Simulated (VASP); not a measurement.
GaAs:

```
Ga As
1.0
     0.00000    2.83140    2.83140
     2.83140    0.00000    2.83140
     2.83140    2.83140    0.00000
Ga As
1 1
Direct
  0.00000 0.00000 0.00000
  0.25000 0.25000 0.25000
```

Base run:

| Item | Value |
| --- | --- |
| Program | VASP 6.6.1 |
| Functional | PBE |
| Potentials or basis | VASP PAW PBE potentials, release 64 (Ga_d, As) |
| Cutoff | 520 eV |
| k mesh | 10 × 10 × 10 |
| Occupations | gaussian, width 0.03 eV |
| Spin | spin-orbit coupling, no magnetisation |

Its results: pressure 3.1 GPa.

Task: The run is repeated on the same cell with these changes: functional from PBE to r2SCAN; spin from spin-orbit coupling, no magnetisation to no spin polarisation. What comes out?

Result: Pressure 0.3 GPa.

Several settings changed at once, so the effect can't be laid on one alone.

Caveats: the PAW data sets were made with another functional, which shifts forces and pressure a little (some runs).
